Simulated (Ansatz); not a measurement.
# Phase order of Hf

Structure types of Hf are relaxed in primitive cells with their symmetry kept at 0 GPa, first on PAW files, then by LAPW. The enthalpy is E + pV at zero temperature, without zero-point motion. Only the types listed were tried, and differences under about 5 meV/atom are mesh noise.

All numbers are PBE results (scalar-relativistic) from Ansatz 0.2.0, with Fermi–Dirac smearing of 0.05 eV, no spin polarisation. Methods: LAPW: all electrons, basis error target 0.5 meV/atom; PAW: frozen-core files, cutoff 420 eV.

k meshes: fcc 16×16×16, bcc 16×16×16, hcp 15×15×8.

Spin–orbit coupling is left out, which matters for the heavy atoms.

Problem. Order the types by LAPW enthalpy, lowest first.
A. fcc
B. bcc
C. hcp

Solution. C (0 meV/atom), A (74 meV/atom), B (178 meV/atom).

```csv
start type,ends as,"a, b, c (Å)",V (Å³/atom),"H − H(lowest), LAPW (meV/atom)","same, PAW"
fcc,"fcc, Fm-3m","4.485, 4.485, 4.485",22.56,74.1,74.0
bcc,"bcc, Im-3m","3.545, 3.545, 3.545",22.28,178.1,178.1
hcp,"hcp, P6_3/mmc","3.205, 3.205, 5.068",22.54,0.0,0.0
```
